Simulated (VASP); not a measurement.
**SiC (Moissanite 3C): how numerical settings change the zone-centre modes**

How far do the zone-centre frequencies of SiC (Moissanite 3C) depend on the numerical settings? The starting structure is a measured crystal structure from the Crystallography Open Database.

Program: VASP 6.6.1. Level of theory: Kohn-Sham DFT with plane waves and PAW; LDA. Results are calculated unless marked as measured.

### 1. The starting structure

It takes space group F-43m (No. 216, cubic). Conventional cell: a = 4.358 Å, b = 4.358 Å, c = 4.358 Å, α = 90.00°, β = 90.00°, γ = 90.00°. Nearest to Si lie 4 C at 1.89 Å. Nearest to C lie 4 Si at 1.89 Å. Farther neighbours are not listed.

### 2. Reference modes

The cell comes from a relaxation at this level, not shown (20.32 Å³).

Input file INCAR:

```
SYSTEM = SiC
PREC = Accurate
ENCUT = 520
EDIFF = 1E-08
NELM = 100
ISMEAR = 0
SIGMA = 0.03
LREAL = .FALSE.
ALGO = Normal
GGA = CA
NBANDS = 10
LORBIT = 11
LWAVE = .FALSE.
LCHARG = .FALSE.
KPAR = 2
IBRION = 8
LEPSILON = .TRUE.
ISIF = 2
```

Input file POSCAR:

```
SiC
1.0
    0.0000000000      2.1657828511      2.1657828511
    2.1657828511      0.0000000000      2.1657828511
    2.1657828511      2.1657828511      0.0000000000
Si C
1 1
Direct
    0.0000000000      0.0000000000      0.0000000000
    0.7500000000      0.7500000000      0.7500000000
```

Input file KPOINTS:

```
Automatic mesh
0
Gamma
12 12 12
0 0 0
```

The projector-augmented-wave data sets are Si and C (LDA family, release 64).

Run with:

```bash
$ mpirun -np 2 vasp_std
```

What it wrote:

```text
[banner, memory and clock lines left out]
running    2 mpi-ranks, on    1 nodes
 distrk:  each k-point on    1 cores,    2 groups
 distr:  one band on    1 cores,    1 groups

 POSCAR found type information on POSCAR SiC
 POSCAR found :  2 types and       2 ions
 LDA part: xc-table for (Slater(with rela. corr.)+CA(PZ))
 , standard interpolation
 POSCAR, INCAR and KPOINTS ok, starting setup
 FFT: planning ... GRIDC
 FFT: planning ... GRID_SOFT
 FFT: planning ... GRID
 WAVECAR not read
 entering main loop
       N       E                     dE             d eps       ncg     rms          rms(c)
DAV:   1     0.173706501271E+01    0.17371E+01   -0.40431E+03  1512   0.670E+02
DAV:   2    -0.181214277825E+02   -0.19858E+02   -0.18837E+02  1866   0.113E+02
DAV:   3    -0.187306778055E+02   -0.60925E+00   -0.60825E+00  1724   0.169E+01
DAV:   4    -0.187332650772E+02   -0.25873E-02   -0.25871E-02  1656   0.137E+00
DAV:   5    -0.187332766237E+02   -0.11546E-04   -0.11546E-04  1682   0.857E-02    0.926E+00
DAV:   6    -0.167384196939E+02    0.19949E+01   -0.75478E+00  1502   0.132E+01    0.409E+00
DAV:   7    -0.166635620843E+02    0.74858E-01   -0.39126E-01  1686   0.391E+00    0.182E+00
DAV:   8    -0.166430547560E+02    0.20507E-01   -0.27122E-02  1528   0.107E+00    0.177E-01
DAV:   9    -0.166426922429E+02    0.36251E-03   -0.18048E-03  1764   0.248E-01    0.951E-02
DAV:  10    -0.166427062309E+02   -0.13988E-04   -0.11182E-04  1526   0.706E-02    0.318E-02
DAV:  11    -0.166427065492E+02   -0.31836E-06   -0.31186E-06  1716   0.120E-02    0.132E-02
DAV:  12    -0.166427063232E+02    0.22602E-06   -0.67675E-07  1504   0.426E-03    0.598E-04
DAV:  13    -0.166427063270E+02   -0.37778E-08   -0.28967E-08  1590   0.114E-03
   1 F= -.16642706E+02 E0= -.16642706E+02  d E =-.102947E-13
 Linear response reoptimize wavefunctions to high precision
DAV:   1    -0.166427063298E+02   -0.28638E-08   -0.40320E-10  1044   0.144E-04
DAV:   2    -0.166427063298E+02    0.21032E-10   -0.13306E-11   776   0.320E-05
 Linear response G [H, r] |phi>, progress :
  Direction:   1
       N       E                     dE             d eps       ncg     rms
RMM:   1    -0.409545356205E+02   -0.40955E+02   -0.49404E+01  3687   0.433E+01
RMM:   2    -0.324141552474E+02    0.85404E+01   -0.25302E+00  2315   0.112E+01
RMM:   3    -0.324024831103E+02    0.11672E-01   -0.49248E-02  2384   0.109E+00
RMM:   4    -0.324001260498E+02    0.23571E-02   -0.34862E-03  2509   0.126E-01
RMM:   5    -0.323998378856E+02    0.28816E-03   -0.30109E-04  2495   0.164E-02
RMM:   6    -0.323998072656E+02    0.30620E-04    0.11059E-05  2611   0.232E-03
RMM:   7    -0.323998043179E+02    0.29477E-05    0.40240E-05  2465   0.439E-04
RMM:   8    -0.323998035437E+02    0.77425E-06    0.43558E-05  2106   0.176E-04
RMM:   9    -0.323998039380E+02   -0.39429E-06    0.54423E-06  1821   0.147E-04
RMM:  10    -0.323998047323E+02   -0.79435E-06   -0.52826E-05  1611   0.147E-04
RMM:  11    -0.323998040933E+02    0.63899E-06   -0.10004E-05  1397   0.147E-04
RMM:  12    -0.323998043397E+02   -0.24640E-06   -0.31241E-05  1056   0.146E-04
 Linear response G [H, r] |phi>, progress :
  Direction:   2
       N       E                     dE             d eps       ncg     rms
RMM:   1    -0.381699961324E+02   -0.38170E+02   -0.54561E+01  3701   0.409E+01
RMM:   2    -0.324250816619E+02    0.57449E+01   -0.18026E+00  2289   0.963E+00
RMM:   3    -0.324138689637E+02    0.11213E-01   -0.37457E-02  2366   0.897E-01
RMM:   4    -0.324117960258E+02    0.20729E-02   -0.33103E-03  2484   0.101E-01
RMM:   5    -0.324115103866E+02    0.28564E-03   -0.27499E-04  2488   0.129E-02
RMM:   6    -0.324114798430E+02    0.30544E-04    0.34100E-05  2608   0.182E-03
RMM:   7    -0.324114769699E+02    0.28731E-05    0.62897E-05  2434   0.349E-04
RMM:   8    -0.324114769761E+02   -0.61569E-08    0.62737E-05  2064   0.146E-04
RMM:   9    -0.324114776739E+02   -0.69786E-06    0.40790E-05  1820   0.127E-04
RMM:  10    -0.324114785240E+02   -0.85009E-06    0.25568E-05  1640   0.127E-04
RMM:  11    -0.324114783079E+02    0.21611E-06    0.35607E-05  1384   0.129E-04
RMM:  12    -0.324114786529E+02   -0.34498E-06    0.21707E-05   996   0.127E-04
 Linear response G [H, r] |phi>, progress :
  Direction:   3
       N       E                     dE             d eps       ncg     rms
RMM:   1    -0.256783726492E+02   -0.25678E+02    0.82895E+01  3521   0.421E+01
RMM:   2    -0.223232126896E+02    0.33552E+01   -0.21961E+00  2283   0.105E+01
RMM:   3    -0.223174369497E+02    0.57757E-02   -0.29178E-02  2331   0.107E+00
RMM:   4    -0.223169532742E+02    0.48368E-03   -0.36941E-04  2496   0.126E-01
RMM:   5    -0.223169505368E+02    0.27374E-05   -0.12229E-05  2448   0.172E-02
RMM:   6    -0.223169501695E+02    0.36735E-06   -0.18179E-06  2539   0.251E-03
RMM:   7    -0.223169500892E+02    0.80281E-07   -0.32882E-06  2367   0.452E-04
RMM:   8    -0.223169500875E+02    0.17083E-08   -0.11485E-07  2041   0.151E-04
RMM:   9    -0.223169501086E+02   -0.21081E-07   -0.22494E-06  1715   0.111E-04
RMM:  10    -0.223169501078E+02    0.74975E-09   -0.65554E-07  1515   0.109E-04
RMM:  11    -0.223169501086E+02   -0.81126E-09   -0.93638E-07  1298   0.109E-04
RMM:  12    -0.223169501094E+02   -0.73130E-09   -0.78836E-07  1008   0.108E-04
 Linear response to external field (no local field effect), progress :
[...]
dielectric tensor                  component  3 :     0.710    -0.596     4.377
 Linear response to external field, progress :
  Direction:   1
       N       E                     dE             d eps       ncg     rms          rms(c)
RMM:   1    -0.343366287776E+00   -0.34337E+00   -0.13670E+00 12845   0.253E+00
RMM:   2    -0.351956172260E+00   -0.85899E-02   -0.26004E-03  8951   0.366E-01    0.864E-01
RMM:   3    -0.342168364719E+00    0.97878E-02   -0.49671E-03  8945   0.419E-01    0.501E-01
RMM:   4    -0.350924324615E+00   -0.87560E-02   -0.60085E-03  9003   0.463E-01    0.749E-02
RMM:   5    -0.352937966051E+00   -0.20136E-02   -0.13070E-04  9074   0.847E-02    0.937E-03
RMM:   6    -0.353023979545E+00   -0.86013E-04   -0.11484E-06  9438   0.843E-03    0.469E-03
RMM:   7    -0.353068058532E+00   -0.44079E-04   -0.75258E-08  9337   0.215E-03    0.286E-04
RMM:   8    -0.353071421626E+00   -0.33631E-05   -0.39758E-09  9976   0.407E-04    0.112E-04
RMM:   9    -0.353070612722E+00    0.80890E-06   -0.54778E-10  8193   0.129E-04    0.188E-05
RMM:  10    -0.353070775208E+00   -0.16249E-06    0.10959E-10  5368   0.318E-05    0.657E-06
 change of polarisation eV/A/(eV/A) component  1 :     0.668     0.172     0.102
 dielectric tensor                  component  1 :     6.946     1.529     0.907
 Linear response to external field, progress :
  Direction:   2
       N       E                     dE             d eps       ncg     rms          rms(c)
RMM:   1    -0.343366232756E+00   -0.34337E+00   -0.13670E+00 12843   0.253E+00
RMM:   2    -0.351956177022E+00   -0.85899E-02   -0.26003E-03  8948   0.366E-01    0.864E-01
RMM:   3    -0.342168515021E+00    0.97877E-02   -0.49658E-03  8943   0.419E-01    0.501E-01
RMM:   4    -0.350924376705E+00   -0.87559E-02   -0.60068E-03  9000   0.463E-01    0.749E-02
RMM:   5    -0.352937965702E+00   -0.20136E-02   -0.13065E-04  9077   0.847E-02    0.937E-03
RMM:   6    -0.353024033652E+00   -0.86068E-04   -0.11469E-06  9440   0.842E-03    0.469E-03
RMM:   7    -0.353068107750E+00   -0.44074E-04   -0.75239E-08  9340   0.215E-03    0.286E-04
RMM:   8    -0.353071481515E+00   -0.33738E-05   -0.35670E-09  9954   0.407E-04    0.112E-04
RMM:   9    -0.353070674264E+00    0.80725E-06   -0.26914E-10  8203   0.128E-04    0.201E-05
RMM:  10    -0.353070825970E+00   -0.15171E-06    0.11200E-09  5328   0.306E-05    0.782E-06
 change of polarisation eV/A/(eV/A) component  2 :     0.124     0.668     0.130
 dielectric tensor                  component  2 :     1.106     6.946     1.157
 Linear response to external field, progress :
  Direction:   3
       N       E                     dE             d eps       ncg     rms          rms(c)
RMM:   1    -0.343366237992E+00   -0.34337E+00   -0.13670E+00 12844   0.253E+00
RMM:   2    -0.351956169407E+00   -0.85899E-02   -0.26005E-03  8951   0.366E-01    0.864E-01
RMM:   3    -0.342168539578E+00    0.97876E-02   -0.49668E-03  8945   0.419E-01    0.501E-01
RMM:   4    -0.350924463663E+00   -0.87559E-02   -0.60085E-03  9003   0.463E-01    0.749E-02
RMM:   5    -0.352937971982E+00   -0.20135E-02   -0.13071E-04  9074   0.847E-02    0.937E-03
RMM:   6    -0.353024035618E+00   -0.86064E-04   -0.11576E-06  9439   0.842E-03    0.469E-03
RMM:   7    -0.353068105179E+00   -0.44070E-04   -0.75951E-08  9336   0.215E-03    0.286E-04
RMM:   8    -0.353071482514E+00   -0.33773E-05   -0.39859E-09  9955   0.407E-04    0.112E-04
RMM:   9    -0.353070674136E+00    0.80838E-06   -0.35268E-10  8197   0.128E-04    0.202E-05
RMM:  10    -0.353070826220E+00   -0.15208E-06    0.88278E-10  5376   0.306E-05    0.784E-06
 change of polarisation eV/A/(eV/A) component  3 :     0.104     0.169     0.668
 dielectric tensor                  component  3 :     0.929     1.507     6.946
 Linear response DOF=           2
 Linear response progress:
  Degree of freedom:   1/  2
       N       E                     dE             d eps       ncg     rms          rms(c)
RMM:   1    -0.163797859251E-01   -0.16380E-01   -0.75357E-03 13170   0.873E-01
RMM:   2    -0.143354234127E-01    0.20444E-02   -0.43303E-04  8620   0.192E-01    0.132E-01
RMM:   3    -0.142634605515E-01    0.71963E-04   -0.12355E-04  8765   0.475E-02    0.752E-02
RMM:   4    -0.143324601326E-01   -0.69000E-04   -0.11698E-04  8860   0.468E-02    0.877E-03
RMM:   5    -0.143154103626E-01    0.17050E-04    0.28692E-06  8979   0.779E-03    0.132E-03
RMM:   6    -0.143136161795E-01    0.17942E-05   -0.31805E-07  9191   0.756E-04    0.638E-04
RMM:   7    -0.143122926598E-01    0.13235E-05   -0.61050E-07  9200   0.244E-04    0.770E-05
RMM:   8    -0.143123089471E-01   -0.16287E-07    0.11251E-08  9641   0.433E-05    0.198E-05
RMM:   9    -0.143123325963E-01   -0.23649E-07    0.24922E-08  9483   0.159E-05    0.324E-06
RMM:  10    -0.143123170139E-01    0.15582E-07    0.14571E-07  9124   0.621E-06    0.107E-06
RMM:  11    -0.143123223892E-01   -0.53753E-08    0.53122E-08  5336   0.424E-06    0.635E-08
 first order change of Fermi-energy   0.33276E-04
 force on displaced ion       1 direction 1 : -19.611   0.000   0.000
 Born effective charge ion    1 direction 1 :   2.712   0.000   0.000
 Linear response progress:
  Degree of freedom:   2/  2
       N       E                     dE             d eps       ncg     rms          rms(c)
RMM:   1    -0.126527752723E+00   -0.12653E+00    0.55245E-02 12242   0.208E+00
RMM:   2    -0.123471086325E+00    0.30567E-02   -0.26368E-03  8549   0.408E-01    0.208E-01
RMM:   3    -0.123476013407E+00   -0.49271E-05   -0.80320E-04  8379   0.175E-01    0.103E-01
RMM:   4    -0.124523803021E+00   -0.10478E-02   -0.61616E-04  8439   0.147E-01    0.187E-02
RMM:   5    -0.124501357213E+00    0.22446E-04   -0.11979E-05  8966   0.225E-02    0.184E-03
RMM:   6    -0.124509011602E+00   -0.76544E-05   -0.26584E-07  9251   0.248E-03    0.921E-04
RMM:   7    -0.124504480244E+00    0.45314E-05   -0.13954E-07  9221   0.503E-04    0.933E-05
RMM:   8    -0.124505111755E+00   -0.63151E-06    0.27018E-08  9375   0.100E-04    0.311E-05
RMM:   9    -0.124505050152E+00    0.61603E-07    0.42648E-08  9742   0.300E-05    0.348E-06
RMM:  10    -0.124505071535E+00   -0.21383E-07    0.36281E-08  9580   0.966E-06    0.187E-06
RMM:  11    -0.124505069606E+00    0.19286E-08    0.64956E-08  7529   0.704E-06    0.152E-07
 first order change of Fermi-energy   0.88907E-04
 force on displaced ion       2 direction 1 : -19.607   0.000   0.000
 Born effective charge ion    2 direction 1 :  -2.714   0.000   0.000
 Born effective charges drift removed
 Linear response finished
```

The job ended after 3.4 min (2 MPI ranks of AMD EPYC 7R43, shared host; peak memory 0.44 GiB; 6.8 min of CPU time).

The logs omit lines about the potential files and the build; timing stands in the text.

From OUTCAR (step 2):

```text
ion  position               nearest neighbor table
   1  0.000  0.000  0.000-   2 1.88   2 1.88   2 1.88   2 1.88
   2  0.750  0.750  0.750-   1 1.88   1 1.88   1 1.88   1 1.88

  LATTYP: Found a face centered cubic cell.
 ALAT       =     4.3315657022

 Subroutine GETGRP returns: Found 24 space group operations
 (whereof 24 operations were pure point group operations)

The static configuration has the point symmetry T_d .

 Found     72 irreducible k-points:

   k-points           NKPTS =     72   k-points in BZ     NKDIM =     72   number of bands    NBANDS=     10

   dimension x,y,z NGX =    24 NGY =   24 NGZ =   24
   dimension x,y,z NGXF=    48 NGYF=   48 NGZF=   48

   ENCUT  =  520.0 eV  38.22 Ry    6.18 a.u.   5.69  5.69  5.69*2*pi/ulx,y,z

   NELECT =       8.0000    total number of electrons

 k-points in reciprocal lattice and weights: Automatic mesh
   0.00000000  0.00000000  0.00000000       0.001
   0.08333333  0.00000000  0.00000000       0.005
   0.16666667  0.00000000  0.00000000       0.005
   0.25000000  0.00000000  0.00000000       0.005
   0.33333333  0.00000000  0.00000000       0.005
   0.41666667  0.00000000  0.00000000       0.005
   0.50000000  0.00000000  0.00000000       0.002
   0.08333333  0.08333333  0.00000000       0.003
   0.16666667  0.08333333  0.00000000       0.014
[...]
-0.33333333  0.50000000  0.16666667       0.007
  -0.25000000  0.50000000  0.25000000       0.003

 average (electrostatic) potential at core
       1 -81.6773       2 -48.7688

  Total       -0.0006005     -0.0006005     -0.0006005      0.0000000      0.0000000      0.0000000
  in kB       -0.0473521     -0.0473521     -0.0473521      0.0000000      0.0000000      0.0000000
  external PRESSURE =      -0.0473521 kB  Pullay stress =       0.0000000 kB

  energy-cutoff  :      520.00
  volume of cell :       20.32
      direct lattice vectors                 reciprocal lattice vectors
     0.000000000  2.165782851  2.165782851    -0.230863403  0.230863403  0.230863403
     2.165782851  0.000000000  2.165782851     0.230863403 -0.230863403  0.230863403
     2.165782851  2.165782851  0.000000000     0.230863403  0.230863403 -0.230863403

 POSITION                                       TOTAL-FORCE (eV/Angst)
 -----------------------------------------------------------------------------------
      0.00000      0.00000      0.00000         0.000000      0.000000     -0.000000
      3.24867      3.24867      3.24867        -0.000000     -0.000000      0.000000
 -----------------------------------------------------------------------------------
    total drift:                               -0.000000     -0.000000     -0.000000

 MACROSCOPIC STATIC DIELECTRIC TENSOR (including local field effects in DFT)
 ------------------------------------------------------
           6.945610    -0.000000    -0.000000
           0.000000     6.945610    -0.000000
          -0.000000     0.000000     6.945610
 ------------------------------------------------------

 PIEZOELECTRIC TENSOR (including local field effects)  for field in x, y, z        (C/m^2)
          XX          YY          ZZ          XY          YZ          ZX
  --------------------------------------------------------------------------------
  x    -0.00000     0.00000    -0.00000     0.00000     0.98729     0.00000
  y     0.00000    -0.00000    -0.00000     0.00000     0.00000     0.98729
  z    -0.00000    -0.00000     0.00000     0.98729     0.00000     0.00000

 BORN EFFECTIVE CHARGES (including local field effects) (in |e|, cummulative output)
 ---------------------------------------------------------------------------------
 ion    1
    1     2.71365    -0.00000    -0.00000
    2     0.00000     2.71365     0.00000
    3     0.00000     0.00000     2.71365
 ion    2
    1    -2.71365     0.00000     0.00000
    2    -0.00000    -2.71365     0.00000
    3    -0.00000    -0.00000    -2.71365

 Eigenvectors and eigenvalues of the dynamical matrix
 ----------------------------------------------------

   1 f  =   23.866709 THz   149.958955 2PiTHz  796.107716 cm-1    98.704733 meV
             X         Y         Z           dx          dy          dz
      0.000000  0.000000  0.000000    -0.547353    0.000000   -0.000000
      3.248674  3.248674  3.248674     0.836902   -0.000000   -0.000000

   2 f  =   23.866709 THz   149.958955 2PiTHz  796.107716 cm-1    98.704733 meV
             X         Y         Z           dx          dy          dz
      0.000000  0.000000  0.000000     0.000000    0.547353   -0.000000
      3.248674  3.248674  3.248674    -0.000000   -0.836902   -0.000000

   3 f  =   23.866709 THz   149.958955 2PiTHz  796.107716 cm-1    98.704733 meV
             X         Y         Z           dx          dy          dz
      0.000000  0.000000  0.000000     0.000000    0.000000   -0.547353
      3.248674  3.248674  3.248674     0.000000    0.000000    0.836902

   4 f/i=    0.001034 THz     0.006498 2PiTHz    0.034496 cm-1     0.004277 meV
             X         Y         Z           dx          dy          dz
      0.000000  0.000000  0.000000     0.045786   -0.830407    0.093444
      3.248674  3.248674  3.248674     0.029945   -0.543106    0.061114

   5 f/i=    0.001034 THz     0.006498 2PiTHz    0.034496 cm-1     0.004277 meV
             X         Y         Z           dx          dy          dz
      0.000000  0.000000  0.000000     0.835637    0.045979   -0.000844
      3.248674  3.248674  3.248674     0.546526    0.030072   -0.000552

   6 f/i=    0.001034 THz     0.006498 2PiTHz    0.034496 cm-1     0.004277 meV
             X         Y         Z           dx          dy          dz
      0.000000  0.000000  0.000000     0.004296   -0.093349   -0.831668
      3.248674  3.248674  3.248674     0.002810   -0.061052   -0.543931

 MACROSCOPIC STATIC DIELECTRIC TENSOR IONIC CONTRIBUTION
 ------------------------------------------------------
           3.344620    -0.000000     0.000000
          -0.000000     3.344620    -0.000000
           0.000000    -0.000000     3.344620
 ------------------------------------------------------

 ELASTIC MODULI CONTR FROM IONIC RELAXATION (kBar)
 Direction    XX          YY          ZZ          XY          YZ          ZX
 --------------------------------------------------------------------------------
 XX          -0.0000      0.0000      0.0000     -0.0000      0.0000     -0.0000
 YY           0.0000     -0.0000     -0.0000     -0.0000     -0.0000     -0.0000
 ZZ           0.0000     -0.0000     -0.0000      0.0000     -0.0000     -0.0000
 XY          -0.0000     -0.0000      0.0000   -272.8444     -0.0000      0.0000
 YZ           0.0000     -0.0000     -0.0000     -0.0000   -272.8444      0.0000
 ZX          -0.0000     -0.0000     -0.0000      0.0000      0.0000   -272.8444
 --------------------------------------------------------------------------------

 PIEZOELECTRIC TENSOR IONIC CONTR  for field in x, y, z        (C/m^2)
          XX          YY          ZZ          XY          YZ          ZX
  --------------------------------------------------------------------------------
  x     0.00000    -0.00000    -0.00000    -0.00000    -0.89888     0.00000
  y    -0.00000    -0.00000    -0.00000    -0.00000     0.00000    -0.89888
  z    -0.00000    -0.00000     0.00000    -0.89888    -0.00000     0.00000
```

Energies printed during the response cycles are not total energies of the cell.

Reference: the zone-centre mode is T2 796.1 cm⁻¹.

[end of part 1 of 2]

[Lines on the potential files, build, host, timing and source positions are cut from VASP's logs without a mark.]

[Logs are printed without paths, hosts, clocks, repeated set-up lines and the standing remarks that a program may print on its own settings, such as how far it seeks lower states.]

[Hosts, paths, dates, database ids (printed as entryN), source tags and the programs' standing remarks are cut or masked in the printed files.]
